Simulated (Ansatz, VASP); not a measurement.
## Hg in VASP and in Ansatz

Contents of INCAR:

```
SYSTEM = Hg
ALGO = Normal
EDIFF = 1E-6
ENCUT = 520
GGA = PS
ISIF = 2
ISMEAR = 0
LASPH = .True.
LCHARG = .False.
LREAL = .False.
LWAVE = .False.
NBANDS = 25
NELM = 100
PREC = Accurate
SIGMA = 0.1
```

File KPOINTS:

```
k-points
0
Gamma
  6 6 4
  0 0 0
```

POSCAR

```
Hg
1.0
    4.6224968615      0.0000000000      0.0000000000
   -2.3112484308      4.0031997110      0.0000000000
    0.0000000000      0.0000000000      5.2443774268
Hg
3
Direct
    0.2254000000      0.0000000000      0.3333333333
    0.0000000000      0.2254000000      0.6666666667
    0.7746000000      0.7746000000      0.0000000000
```

Input for Ansatz:

```yaml
crystal:
  lattice:
    - [4.6224968615, 0.0, 0.0]
    - [-2.3112484308, 4.003199711, 0.0]
    - [0.0, 0.0, 5.2443774268]
  atoms:
    - { symbol: Hg, position: [0.2254, 0.0, 0.3333333333] }
    - { symbol: Hg, position: [0.0, 0.2254, 0.6666666667] }
    - { symbol: Hg, position: [0.7746, 0.7746, 0.0] }
basis:
  ecutwfc: 420
kpoints:
  mp_grid: { grid: [6, 6, 4] }
hamiltonian:
  xc: pbesol
scf:
  occupations: { method: gaussian, width: 0.1 }
  lower_state_search: "off"
output:
  forces: true
  stress: true
  eigenvalues: true
```

Alike in both runs: task single point; functional PBEsol; k mesh 6 × 6 × 4; occupations gaussian, width 0.1 eV; no spin polarisation.

|  | VASP | Ansatz |
| --- | --- | --- |
| version | VASP 6.6.1 | Ansatz 0.2.0 |
| potentials or method | VASP PAW PBE potentials, release 64 (Hg) | scalar-relativistic, plane waves, PAW |
| plane-wave cutoff (eV) | 520 | 420 |
| valence electrons in the cell | 36 | 60 |

|  | VASP | Ansatz | Ansatz less VASP |
| --- | --- | --- | --- |
| gap on the k mesh at the Fermi level (eV) | none | none | - |
| pressure (GPa) | 7.2 | 6.5 | -0.72 |
| largest component of the traceless stress (GPa) | 6.06 | 5.70 | -0.355 |
| rms of the force components (eV/Å) | 1.913 | 1.785 | -0.1278 |

Atom by atom the forces differ by 0.128 eV/Å (rms over components). A gap of «none» marks a metal or a gap that the smearing closes. The functional is the same, so the differences come from potentials, cutoffs and numerics. The two sets of potentials don't hold the same shells in valence.

Caveats: the PAW data sets were made with another functional, which shifts forces and pressure a little (VASP). The runs have no spin-orbit coupling, so splittings on Hg are missing.
